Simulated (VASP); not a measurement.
# Hf (Im-3m) in VASP: notebook

The runs below take Hf through relaxation of cell and atoms, with PBEsol.

All numbers are computed with VASP 6.6.1; they aren't measurements. Logs are shortened: lines on timing, memory, paths and dates and some standing lists are left out, and cuts for length are marked.

### Step 1. The structure

It takes space group Im-3m (No. 229, cubic). The conventional cell has a = 3.162 Å, b = 3.162 Å, c = 3.162 Å, α = 90.00°, β = 90.00°, γ = 90.00°. Around Hf (site symmetry m-3m) lie 8 Hf at 2.74 Å.

This isn't the form of Hf at room conditions, which is hcp.

### Step 2. Relaxation of cell and atoms, PBEsol, target pressure 75 GPa, at which the enthalpy is minimised

File INCAR:

```
PREC = Accurate
ENCUT = 520
EDIFF = 1E-7
ISMEAR = 0
SIGMA = 0.1
LREAL = False
LASPH = True
NELM = 80
ALGO = Fast
ISIF = 3
LWAVE = False
LCHARG = False
GGA = PS
IBRION = 2
NSW = 80
EDIFFG = -0.002
PSTRESS = 750.0
```

File KPOINTS:

```
regular mesh
0
Gamma
  10 10 10
```

File POSCAR:

```
Hf                                      
1.0
   -1.5808993649      1.5808993649      1.5808993649
    1.5808993649     -1.5808993649      1.5808993649
    1.5808993649      1.5808993649     -1.5808993649
  Hf            
     1
Direct
     0.0000000000000000    0.0000000000000000    0.0000000000000000
```

Potentials or basis: VASP PAW PBE potentials, release 64 (Hf_pv).

Command:

```
$ cat potpaw_PBE.64/Hf_pv/POTCAR > POTCAR
$ mpirun -np 1 vasp_std > vasp.out
```

OUTCAR:

```text
PREC = Accurate
   ENCUT = 520
   EDIFF = 1E-7
   ISMEAR = 0
   LREAL = False
   LASPH = True
   NELM = 80
   ISIF = 3
   GGA = PS
   IBRION = 2
   NSW = 80
   EDIFFG = -0.002
   PSTRESS = 750.0

 ion  position               nearest neighbor table
   1  0.000  0.000  0.000-

  LATTYP: Found a body centered cubic cell.
 ALAT       =     3.1617987298

  Lattice vectors:

 A1 = (  -1.5808993649,   1.5808993649,   1.5808993649)
 A2 = (   1.5808993649,  -1.5808993649,   1.5808993649)
 A3 = (   1.5808993649,   1.5808993649,  -1.5808993649)

Analysis of symmetry for initial positions (statically):
=====================================================================
 Subroutine PRICEL returns:
 Original cell was already a primitive cell.

 Routine SETGRP: Setting up the symmetry group for a
 body centered cubic supercell.

 Subroutine GETGRP returns: Found 48 space group operations
 (whereof 48 operations were pure point group operations)
 out of a pool of 48 trial point group operations.

The static configuration has the point symmetry O_h .

Analysis of symmetry for dynamics (positions and initial velocities):
=====================================================================
 Subroutine PRICEL returns:
 Original cell was already a primitive cell.

 Routine SETGRP: Setting up the symmetry group for a
 body centered cubic supercell.

 Subroutine GETGRP returns: Found 48 space group operations
 (whereof 48 operations were pure point group operations)
 out of a pool of 48 trial point group operations.

The dynamic configuration has the point symmetry O_h .

 Subroutine INISYM returns: Found 48 space group operations
 (whereof 48 operations are pure point group operations),
 and found     1 'primitive' translations

----------------------------------------------------------------------------------------

                                     Primitive cell

  volume of cell :      15.8042

  direct lattice vectors                    reciprocal lattice vectors
    -1.580899365  1.580899365  1.580899365     0.000000000  0.316275666  0.316275666
     1.580899365 -1.580899365  1.580899365     0.316275666  0.000000000  0.316275666
     1.580899365  1.580899365 -1.580899365     0.316275666  0.316275666  0.000000000

  length of vectors
     2.738198022  2.738198022  2.738198022     0.447281337  0.447281337  0.447281337

  position of ions in fractional coordinates (direct lattice)
     0.000000000  0.000000000  0.000000000

  ion indices of the primitive-cell ions
[... 83 lines left out ...]
   TEBEG  =    0.0;   TEEND  =   0.0 temperature during run
   PSTRESS=  750.0 pullay stress
   NELECT =      10.0000    total number of electrons
   NUPDOWN=      -1.0000    fix difference up-down
   EMIN   =  10.00;   EMAX   =-10.00  energy-range for DOS
   EFERMI =   0.00;   METHOD = LEGACY
   ISMEAR =     0;   SIGMA  =   0.10  broadening in eV -4-tet -1-fermi 0-gaus
   EFERMI_NEDOS =   21; number of points for ismear=-14 and -15
   IALGO  =     68    algorithm
   IMIX   =      4    mixing-type and parameters
     AMIX     =   0.40;   BMIX     =  1.00
     AMIX_MAG =   1.60;   BMIX_MAG =  1.00
  volume/ion in A,a.u.               =      15.80       106.65
  Fermi-wavevector in a.u.,A,eV,Ry     =   1.405456  2.655927 26.875680  1.975307
  Thomas-Fermi vector in A             =   2.527915
   LORBIT       =      0    0 simple, 1 ext, 2 COOP (PROOUT), +10 PAW based schemes
   GGA     = PS    functional components
   LHFCALC =     F    Hartree Fock is set to
   AEXX    =    0.0000 exact exchange contribution
   IVDW    =     0    specifies the selected vdW correction
   LEPSILON=     F    determine dielectric tensor
   LRPA    =     F    only Hartree local field effects (RPA)
 conjugate gradient relaxation of ions
 non-spin polarized calculation
 RMM-DIIS sequential band-by-band and
 Gauss-broadening in eV      SIGMA  =   0.10
  energy-cutoff  :      520.00
  volume of cell :       15.80
 maximum number of plane-waves:       438
   NGX = 11   NGY = 11   NGZ = 11

--------------------------------------- Ionic step        1  -------------------------------------------

 number of electron      10.0000000 magnetization

 number of electron       9.9999999 magnetization

 Free energy of the ion-electron system (eV)
  ---------------------------------------------------
  ext. energy  EPLUGINS =         0.00000000
  ---------------------------------------------------
  free energy    TOTEN  =        -9.66153322 eV

  energy without entropy =       -9.65726486  energy(sigma->0) =       -9.65939904

------------------------ aborting loop because EDIFF is reached ----------------------------------------

  FORCE on cell =-STRESS in cart. coord.  units (eV):
  Direction    XX          YY          ZZ          XY          YZ          ZX
  --------------------------------------------------------------------------------------
  -------------------------------------------------------------------------------------
  Total        4.9324911      4.9324911      4.9324911      0.0000000      0.0000000     -0.0000000
  in kB      500.0393980    500.0393980    500.0393980      0.0000000      0.0000000     -0.0000000
  external PRESSURE =    -249.9606020 kB  Pullay stress =     750.0000000 kB
[... 24 lines left out ...]
--------------------------------------- Ionic step        2  -------------------------------------------

 number of electron       9.9999999 magnetization

 E-fermi :  10.9047     XC(G=0): -15.1917

 val. band max:       10.7931064338   @ k =   0.1000   0.1000   0.0000
 cond. band min:      10.9259643581   @ k =   0.1000   0.1000   0.0000
 fundamental gap:      0.1328579243
 Fermi energy:        10.9047280223

 k-point     1 :       0.0000    0.0000    0.0000
  band No.  band energies     occupation
      1     -16.2131      2.00000
      2     -16.2131      2.00000
      3     -16.2131      2.00000
      4       2.9187      2.00000
      5      12.1062      0.00000
      6      12.1062      0.00000
      7      12.1062      0.00000
      8      17.5549      0.00000
      9      17.5549      0.00000
[... 386 lines left out ...]
--------------------------------------- Ionic step        5  -------------------------------------------

 number of electron      10.0000000 magnetization

 Free energy of the ion-electron system (eV)
  ---------------------------------------------------
  ext. energy  EPLUGINS =         0.00000000
  ---------------------------------------------------
  free energy    TOTEN  =        -9.17953743 eV

  energy without entropy =       -9.17787118  energy(sigma->0) =       -9.17870430

 E-fermi :   7.7030     XC(G=0): -13.5193

 val. band max:        7.5926869809   @ k =  -0.3000   0.3000   0.1000
 cond. band min:       7.7513134555   @ k =   0.2000   0.2000   0.0000
 fundamental gap:      0.1586264746
 Fermi energy:         7.7030325613

 k-point     1 :       0.0000    0.0000    0.0000
  band No.  band energies     occupation
      1     -20.3579      2.00000
      2     -20.3579      2.00000
      3     -20.3579      2.00000
      4      -0.3276      2.00000
      5       9.3951      0.00000
      6       9.3951      0.00000
      7       9.3951      0.00000
      8      13.6162      0.00000
      9      13.6162      0.00000
[... 308 lines left out ...]
  energy  without entropy=       -9.1778711781  energy(sigma->0) =       -9.17870430

  enthalpy is  TOTEN    =        -2.3673773240 eV   P V=        6.8121601047

 reached required accuracy - stopping structural energy minimisation
```

OSZICAR:

```text
N       E                     dE             d eps       ncg     rms          rms(c)
DAV:   1     0.602937313096E+01    0.60294E+01   -0.59857E+03   878   0.106E+03
DAV:   2    -0.965547460387E+01   -0.15685E+02   -0.14824E+02  1325   0.131E+02
DAV:   3    -0.987827357218E+01   -0.22280E+00   -0.21306E+00   936   0.109E+01
DAV:   4    -0.987898229697E+01   -0.70872E-03   -0.70830E-03  1030   0.655E-01
[... 56 lines left out ...]
RMM:   3    -0.917953607781E+01    0.38933E-04   -0.99233E-05   848   0.920E-02    0.357E-02
RMM:   4    -0.917953724979E+01   -0.11720E-05   -0.69182E-06   850   0.296E-02    0.629E-03
RMM:   5    -0.917953731254E+01   -0.62750E-07   -0.14992E-06   835   0.124E-02    0.288E-03
RMM:   6    -0.917953744039E+01   -0.12785E-06   -0.26570E-07   634   0.476E-03    0.171E-03
RMM:   7    -0.917953742873E+01    0.11664E-07   -0.70527E-08   538   0.243E-03
   5 F= -.23673773E+01 E0= -.23665442E+01  d E =-.103998E+00
```

Wall time 28 s (1 thread of Intel Xeon Platinum 8488C (Sapphire Rapids), shared host); peak memory 0.14 GiB.

What came out:

| Item | Value |
| --- | --- |
| Free energy | -9.1795 eV |
| Relaxed volume | 14.55 Å³/atom |
| Relaxed cell | a = 2.664 Å, b = 2.664 Å, c = 2.664 Å, α = 109.47°, β = 109.47°, γ = 109.47° |
| Space group after relaxing (to 0.05 Å) | Im-3m (No. 229) |
| Energy change on relaxing (the enthalpy is what falls) | +482.0 meV/atom |
| Ionic steps | 5 |
| Pressure after relaxing | 75.0 GPa |
| Band gap on the k mesh | none (metal or under the smearing width) |

Step by step:
```
step  energy change (eV)  largest force (eV/Å)  pressure (GPa)  volume (Å³)
   1              0.0000                0.0000           50.00        15.80
   2              3.7821                0.0000          236.85        10.81
   3              0.4062                0.0000           71.07        14.72
   4              0.4686                0.0000           74.31        14.58
   5              0.4820                0.0000           75.01        14.55
```

Final structure:
```yaml
crystal:
  lattice:
    - [-1.53801, 1.53801, 1.53801]
    - [1.53801, -1.53801, 1.53801]
    - [1.53801, 1.53801, -1.53801]
  atoms:
    - { symbol: Hf, position: [0.00000, 0.00000, 0.00000] }
```

Caveat: the cell is relaxed towards a set pressure, so the enthalpy falls and the energy may rise; the PAW data sets were made with another functional, which shifts forces and pressure a little.

### Step 3. Relaxation of cell and atoms, PBEsol, target pressure 75 GPa, at which the enthalpy is minimised

This run uses another cell than the first one, of 14.55 Å³/atom, 0.921 times its volume.

INCAR is that of step 2.

KPOINTS is that of step 2.

File POSCAR:

```
Hf                                      
1.0
   -1.5380061004      1.5380061004      1.5380061004
    1.5380061004     -1.5380061004      1.5380061004
    1.5380061004      1.5380061004     -1.5380061004
  Hf            
     1
Direct
     0.0000000000000000    0.0000000000000000    0.0000000000000000
```

Potentials or basis: VASP PAW PBE potentials, release 64 (Hf_pv).

Command:

```
$ cat potpaw_PBE.64/Hf_pv/POTCAR > POTCAR
$ mpirun -np 1 vasp_std > vasp.out
```

Run time: 8.5 s. Hardware: 1 thread of Intel Xeon Platinum 8488C (Sapphire Rapids), shared host; peak memory 0.12 GiB.

It converged, with:

| Property | Result |
| --- | --- |
| Free energy | -9.1793 eV |
| Pressure after relaxing | 75.0 GPa |
| Band gap on the k mesh | none (metal or under the smearing width) |

Final structure:
```yaml
crystal:
  lattice:
    - [-1.53801, 1.53801, 1.53801]
    - [1.53801, -1.53801, 1.53801]
    - [1.53801, 1.53801, -1.53801]
  atoms:
    - { symbol: Hf, position: [0.00000, 0.00000, 0.00000] }
```

Levels at points of the mesh, in eV from the Fermi level:
```tsv
k point	band 2	band 3	band 4	band 5	band 6	band 7	band 8	band 9
(0.00, 0.00, 0.00)	-28.06	-28.06	-8.03	1.69	1.69	1.69	5.91	5.91
(0.50, 0.00, 0.00)	-28.98	-28.12	-5.01	-1.63	4.03	6.20	7.68	12.66
(0.50, 0.50, 0.50)	-30.07	-30.07	-5.04	-5.04	10.63	10.63	10.63	11.88
```

Caveat: the relaxation stopped at its first step, so nothing moved; the cell is relaxed towards a set pressure, so the enthalpy falls and the energy may rise; the PAW data sets were made with another functional, which shifts forces and pressure a little. The run has no spin-orbit coupling, so splittings on Hf are missing.
